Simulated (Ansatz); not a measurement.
These are results of DFT PBE, scalar-relativistic, plane waves, PAW in Ansatz 0.2.0, not measurements. All cells share a 420 eV cutoff and Γ-centred k meshes spaced at most about 0.3 Å⁻¹ (about 0.25 or finer for metals, 2π included). Spin is collinear in cells that carry moments; the others ran without spin or lost their moments.

Temperature and zero-point effects are left out.

Question: Which of these relaxed structures of Al4Co is the lowest in energy?
A.
(no moments)
```
Al Co
1.0
     3.64475    2.10430    3.36618
    -3.64475    2.10430    3.36618
     0.00000   -4.20860    3.36618
Al Co
8 2
Cartesian
  0.0000 0.0000 2.5246
  0.0000 0.0000 7.5739
  -0.8460 2.1043 5.8908
  -1.3994 -1.7848 5.8908
  2.2454 -0.3195 5.8908
  0.8460 -2.1043 4.2077
  1.3994 1.7848 4.2077
  -2.2454 0.3195 4.2077
  0.0000 0.0000 0.0000
  0.0000 0.0000 5.0493
```

B.
(no moments)
```
Al Co
1.0
     5.57767    0.00000    0.00000
     0.00000    5.57767    0.00000
     0.00000    0.00000    5.17130
Al Co
8 2
Cartesian
  1.7313 4.5202 3.8574
  3.8463 1.0575 3.8574
  1.7313 1.0575 1.3139
  4.5202 1.7313 1.3139
  3.8463 4.5202 1.3139
  1.0575 3.8463 1.3139
  1.0575 1.7313 3.8574
  4.5202 3.8463 3.8574
  0.0000 0.0000 0.0000
  2.7888 2.7888 0.0000
```

C.
(parallel moments up to 0.3 μB)
```
Al Co
1.0
    -2.78458    2.78458    2.78458
     2.78458   -2.78458    2.78458
     2.78458    2.78458   -2.78458
Al Co
4 1
Direct
  0.50000 0.50000 0.50000
  0.00000 0.00000 0.50000
  0.00000 0.50000 0.00000
  0.50000 0.00000 0.00000
  0.00000 0.00000 0.00000
```

D.
(no moments)
```
Al Co
1.0
     4.16925    0.00000    0.00000
     0.00000    4.16925    0.00000
     0.00000    0.00000    8.98203
Al Co
8 2
Direct
  0.00000 0.00000 0.00000
  0.50000 0.50000 0.00000
  0.00000 0.50000 0.48473
  0.50000 0.00000 0.51527
  0.00000 0.00000 0.29392
  0.50000 0.50000 0.29392
  0.50000 0.50000 0.70608
  0.00000 0.00000 0.70608
  0.00000 0.50000 0.17570
  0.50000 0.00000 0.82430
```

Answer: D. The next of these, A, lies 57 meV/atom higher. Forms: D P4/nmm; A R-3c; B P4/nbm; C Im-3m. Counting all near atoms (those within 1.25 times the shortest distance at each site; a plus sign parts nearer from farther groups; a slash parts the counts of unlike sites): D has Al 2+5/6+4/13, Co 4+5; A has Al 2+7/2+9, Co 8; B has Al 2+7, Co 8; C has Al 2+6, Co 8. All come from invented guesses. The lowest form computed isn't among them: it has Al and Co ordered on fcc sites, space group I4/mmm (No. 139), 14.6 Å³/atom and lies 5 meV/atom below the best shown.

A magnetic state wasn't ruled out in cells without spin, among them P4/nmm, P4/nbm. Another magnetic order may lie lower. Cells relaxed within their symmetry can be saddle points. Some structure types and database cells were kept out of the candidates from the start, so a known form may be missing.
